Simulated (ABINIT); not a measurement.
Crystal: HfC.

```
CELL_PARAMETERS angstrom
0.00000 2.32500 2.32500
2.32500 0.00000 2.32500
2.32500 2.32500 0.00000
ATOMIC_POSITIONS crystal
Hf 0.50000 0.50000 0.50000
C 0.00000 0.00000 0.00000
```

```yaml
Program: ABINIT 10.8.3 (patched build)
Task: relaxation of cell and atoms
Functional: PBEsol
Potentials_or_basis: PseudoDojo NC SR PBEsol v0.4.1 standard
Cutoff: 1116 eV
k_mesh: 8 × 8 × 8
Occupations: fermi-dirac, width 0.05 eV
Spin: no spin polarisation
```

At the start: pressure -6.2 GPa; volume 12.57 Å³/atom.

Problem. Where does the relaxation end?

Solution. Over 4 steps the energy falls by 6.3 meV/atom and the volume is 12.25 Å³/atom (-2.6 %); space group Fm-3m (No. 225, to 0.05 Å).

The path:
```
step  energy change (eV)  largest force (eV/Å)  pressure (GPa)  volume (Å³)
   1              0.0000                0.0000           -6.18        25.14
   2             -0.0117                0.0000           -1.72        24.66
   3             -0.0127                0.0000            0.06        24.49
   4             -0.0127                0.0000            0.00        24.49
```

Final structure:
```
CELL_PARAMETERS angstrom
0.00000 2.30501 2.30501
2.30501 0.00000 2.30501
2.30501 2.30501 0.00000
ATOMIC_POSITIONS crystal
Hf 0.50000 0.50000 0.50000
C 0.00000 0.00000 0.00000
```
